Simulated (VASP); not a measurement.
Here is a VASP 6.6.1 calculation.

File INCAR:

```
SYSTEM = Li2S
PREC = Accurate
ENCUT = 520
EDIFF = 1E-6
ISMEAR = 0
SIGMA = 0.02
LREAL = .FALSE.
LASPH = .TRUE.
NELM = 100
ALGO = Normal
ISIF = 2
LWAVE = .FALSE.
LCHARG = .TRUE.
GGA = PE
LELF = .TRUE.
LVHAR = .TRUE.
NBANDS = 13
```

File KPOINTS:

```
regular mesh
0
G
  8 8 8
  0 0 0
```

File POSCAR:

```
Li2S
1.0
    0.0000000000      2.7945788862      2.7945788862
    2.7945788862      0.0000000000      2.7945788862
    2.7945788862      2.7945788862      0.0000000000
Li S
2 1
Direct
    0.2500000000      0.2500000000      0.2500000000
    0.7500000000      0.7500000000      0.7500000000
    0.0000000000      0.0000000000      0.0000000000
```

Potentials or basis: VASP PAW PBE potentials, release 64 (Li_sv, S).

Launch:

```bash
$ cat potpaw_PBE.64/Li_sv/POTCAR potpaw_PBE.64/S/POTCAR > POTCAR
$ mpirun -np 1 vasp_std > vasp.out
```

Q: What does it give for the band gap on the k mesh?

A: 3.35 eV, indirect (least direct gap 4.58 eV).

 A k mesh can miss the band edges.
